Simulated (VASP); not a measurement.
Crystal: In2O3.

```
In O
1.0
     2.74350    1.58396    4.83667
    -2.74350    1.58396    4.83667
     0.00000   -3.16792    4.83667
In O
4 6
Direct
  0.85731 0.85731 0.85731
  0.64269 0.64269 0.64269
  0.14269 0.14269 0.14269
  0.35731 0.35731 0.35731
  0.04800 0.75000 0.45200
  0.75000 0.45200 0.04800
  0.45200 0.04800 0.75000
  0.95200 0.25000 0.54800
  0.25000 0.54800 0.95200
  0.54800 0.95200 0.25000
```

- Program: VASP 6.6.1
- Task: single point
- Functional: PBE
- Potentials or basis: VASP PAW PBE potentials, release 64 (In_d, O)
- Cutoff: 520 eV
- k mesh: 6 × 6 × 6
- Occupations: fermi-dirac, width 0.05 eV
- Spin: no spin polarisation

On this cell: pressure 9.0 GPa; largest force 0.139 eV/Å; band gap on the k mesh 1.30 eV, indirect (least direct gap 1.34 eV).

The same run follows on a disturbed copy (atoms moved at random, drawn with an rms of 0.05 Å):

```
In O
1.0
     2.74350    1.58396    4.83667
    -2.74350    1.58396    4.83667
     0.00000   -3.16792    4.83667
In O
4 6
Direct
  0.86104 0.85610 0.85958
  0.63813 0.64702 0.64203
  0.13997 0.14840 0.14359
  0.34360 0.35655 0.36350
  0.05010 0.75006 0.45152
  0.75614 0.45690 0.04444
  0.43330 0.05504 0.75838
  0.95188 0.24361 0.55790
  0.26100 0.54771 0.94897
  0.55303 0.95069 0.25560
```

Q: What does the disturbed cell give?

A: The energy moves by +17.0 meV/atom; pressure 9.7 GPa; largest force 1.193 eV/Å; band gap on the k mesh 1.29 eV, indirect (least direct gap 1.32 eV).

Forces on the atoms (eV/Å):
```
In  -0.101 -0.303 -0.387
In   0.522 -0.044  0.688
In   0.238 -0.360 -0.111
In   0.520  0.705  0.810
O   -0.402 -0.165  0.132
O   -0.571 -0.382 -0.303
O    0.820  0.415  0.096
O   -0.300  0.423 -0.139
O   -0.321 -0.751 -0.391
O   -0.406  0.462 -0.395
```

Stress tensor (GPa, compression positive):
```
10.24 -0.57 -0.07
-0.57 10.34 -0.15
-0.07 -0.15  8.45
```

Caveats: spin-orbit coupling is left out, which moves the levels of the heavy elements.

A k mesh can miss the band edges.
